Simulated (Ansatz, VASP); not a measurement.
## One calculation of B, two programs

The input INCAR:

```
SYSTEM = B
  PREC = Accurate
  ENCUT = 520
  EDIFF = 1E-6
  ISMEAR = -1
  SIGMA = 0.05
  LREAL = .FALSE.
  LASPH = .TRUE.
  NELM = 100
  ALGO = Normal
  ISIF = 2
  LWAVE = .FALSE.
  LCHARG = .FALSE.
  GGA = PE
  NBANDS = 8
```

File KPOINTS:

```
regular mesh
0
G
  24 24 24
  0 0 0
```

File POSCAR:

```
B
1.0
    0.0000000000      1.2601893092      1.2601893092
    1.2601893092      0.0000000000      1.2601893092
    1.2601893092      1.2601893092      0.0000000000
B
1
Direct
    0.0000000000      0.0000000000      0.0000000000
```

Input for Ansatz:

```yaml
crystal:
  lattice:
    - [0.0, 1.2601893092, 1.2601893092]
    - [1.2601893092, 0.0, 1.2601893092]
    - [1.2601893092, 1.2601893092, 0.0]
  atoms:
    - { symbol: B, position: [0.0, 0.0, 0.0] }
kpoints:
  mp_grid: { grid: [24, 24, 24] }
scf:
  occupations: { method: fermi_dirac, width: 0.05 }
hamiltonian:
  xc: pbe
  pseudopotentials: { kind: all_electron, lapw: { basis_error: 0.001 } }
output:
  forces: true
  stress: true
  eigenvalues: true
  populations: true
```

Change from the starting cell: volume scaled by 0.68, LAPW.

Alike in both runs: task single point; functional PBE; k mesh 24 × 24 × 24; occupations fermi-dirac, width 0.05 eV; no spin polarisation.

|  | VASP | Ansatz |
| --- | --- | --- |
| version | VASP 6.6.1 | Ansatz 0.2.0 |
| potentials or method | VASP PAW PBE potentials, release 64 (B) | all-electron LAPW, scalar-relativistic |
| plane-wave cutoff (eV) | 520 | see its input |

Ansatz gave:

| Quantity | Value |
| --- | --- |
| pressure (GPa) | 210.7 |

What did VASP give for the same quantities?

Pressure (GPa): 210.9.

Ansatz ran all-electron here, so the differences hold the error of VASP's frozen core and of both bases.

Caveats: the cell as given lies far from equilibrium; so large a pressure means that the cell lies far from this level's equilibrium, or that cutoff or potentials fall short (VASP).
